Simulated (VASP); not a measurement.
## Ba: single point with r2SCAN+D3(BJ)

The system is Ba.

```xyz
1
Lattice="-0.0539 3.2327 3.2327 3.2327 -0.0539 3.2327 3.1788 3.1788 0.0000" Properties=species:S:1:pos:R:3 pbc="T T T"
Ba    0.0000    0.0000    0.0000
```

This isn't the form of Ba at room conditions, which is bcc.

* Program: VASP 6.6.1
* Task: single point
* Functional: r2SCAN
* Dispersion: D3(BJ)
* Potentials or basis: VASP PAW PBE potentials, release 64 (Ba_sv)
* Cutoff: 520 eV
* k mesh: 9 × 9 × 9
* Occupations: fermi-dirac, width 0.1 eV
* Spin: no spin polarisation
* Dipole correction: no
* Further INCAR settings: ALGO = Normal; EDIFF = 1e-06; NBANDS = 11

The pressure is -0.2 GPa, the band gap on the k mesh is none (metal or under the smearing width) and the dispersion energy per atom is -0.088 eV.

Stress tensor (GPa, compression positive):
```
-0.22  0.26  0.00
 0.26 -0.22  0.00
 0.00  0.00 -0.24
```

Levels at points of the mesh, in eV from the Fermi level:
| k point | band 3 | band 4 | band 5 | band 6 | band 7 | band 8 |
| --- | --- | --- | --- | --- | --- | --- |
| (0.00, 0.00, 0.00) | -14.67 | -14.66 | -2.94 | 1.80 | 1.92 | 2.06 |

It took 4.4 min on 1 thread of AMD EPYC 9R45 (Zen 5), with other jobs on the host, peak memory 0.25 GiB.

Caveat: the PAW data sets were made with another functional, which shifts forces and pressure a little; pairwise dispersion overbinds metals, which lowers pressure and volume. Spin-orbit coupling is left out, which matters for the levels of Ba.
